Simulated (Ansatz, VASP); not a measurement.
## LiCl: VASP beside Ansatz

Contents of INCAR:

```
PREC = Accurate
ENCUT = 600
EDIFF = 1E-7
ISMEAR = -1
SIGMA = 0.05
LREAL = F
LASPH = T
NELM = 60
ALGO = Normal
ISIF = 3
LWAVE = F
LCHARG = F
GGA = RE
IBRION = 2
NSW = 60
EDIFFG = -0.01
```

Contents of KPOINTS:

```
regular mesh
0
Gamma
  9 9 9
```

POSCAR

```
LiCl
1.0
    0.0000000000      2.5647700000      2.5647700000
    2.5647700000      0.0000000000      2.5647700000
    2.5647700000      2.5647700000      0.0000000000
Cl Li
1 1
Direct
    0.5000000000      0.5000000000      0.5000000000
    0.0000000000      0.0000000000      0.0000000000
```

input.yaml

```yaml
crystal:
  lattice:
    - [0.0, 2.56477, 2.56477]
    - [2.56477, 0.0, 2.56477]
    - [2.56477, 2.56477, 0.0]
  atoms:
    - { symbol: Cl, position: [0.5, 0.5, 0.5] }
    - { symbol: Li, position: [0.0, 0.0, 0.0] }
hamiltonian:
  xc: revpbe
  pseudopotentials: { kind: paw }
kpoints:
  mp_grid: { grid: [9, 9, 9] }
scf:
  occupations: { method: fermi_dirac, width: 0.05 }
output:
  forces: true
  stress: true
relax:
  f_tol: 0.01
  max_steps: 40
  cell: { stress_tol: 0.05 }
```

Alike in both runs: task relaxation of cell and atoms; functional revPBE; k mesh 9 × 9 × 9; occupations fermi-dirac, width 0.05 eV; no spin polarisation.

```csv
,VASP,Ansatz
version,VASP 6.6.1,Ansatz 0.2.0
potentials or method,"VASP PAW PBE potentials, release 64 (Cl, Li_sv)",Ansatz PAW
plane-wave cutoff (eV),600,420
valence electrons in the cell,10,10
```

```tsv
	VASP	Ansatz	Ansatz less VASP
relaxed volume (Å³/atom)	17.96	18.04	+0.079
relaxed cell length with the largest relative difference (Å)	3.704	3.709	+0.0054
energy change over the relaxation (meV/atom)	-6	-7	-1.0
```

Caveats: the cutoff is under 1.25 times the usual one of these potentials, so pressure, stress and relaxed cells hold a basis-set (Pulay) error (VASP); the PAW data sets were made with another functional, which shifts forces and pressure a little (VASP); the plane-wave basis is chosen anew once the cell has moved, so the energies of steps on either side of that aren't comparable (Ansatz); the PAW data sets come from PBE, with cores solved anew for the run's functional, which leaves a small shift of forces and pressure (Ansatz). revPBE gives volumes clearly too large for solids. A k mesh can miss the band edges.
